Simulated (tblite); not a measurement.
# C3H7ClO: the cost of one run

Programs: tblite 0.8.0 and PySCF 2.14.0. All values are calculated, for the isolated system unless a continuum is named. Atoms count from 0, parts from 1.

## Step 1: Starting point

12 atoms, charge 0, multiplicity 1; geometry: rigid parts in contact. Parts: 1 = atoms 0–1, `Cl`, charge 0; 2 = atoms 2–11, `CC(C)=O`, charge 0.

## Step 2: Bringing the parts together with GFN2-xTB

What the job is given:

```
{"job": {"kind": "dock", "xc": "GFN2-xTB", "basis": "xTB"}, "charge": 0, "multiplicity": 1, "parts": [{"atoms": "0-1", "charge": 0, "multiplicity": 1}, {"atoms": "2-11", "charge": 0, "multiplicity": 1}]}
Cl     0.638551     0.002078     0.003596
H     -0.638551    -0.002078    -0.003596
C      2.360291    -0.635285    -2.967508
C      1.656702     0.277934    -3.941013
C      1.585329     1.719645    -3.501211
O      1.192966    -0.110804    -4.981389
H      2.233708    -1.672370    -3.266071
H      1.974900    -0.488452    -1.961600
H      3.422291    -0.396306    -2.961051
H      2.565371     2.069766    -3.187100
H      0.910041     1.799797    -2.651075
H      1.210955     2.341800    -4.309613
```

Method: GFN2-xTB search for minima from random contacts, gas phase.

On the command line:

```
$ OMP_NUM_THREADS=1 python cluster_run.py task.json out
```

This one command runs all jobs of the session in turn.

Q: Estimate the wall time of this first job on 1 thread of Intel Xeon Platinum 8259CL at 2.50GHz, shared host.

About 3.8 s.
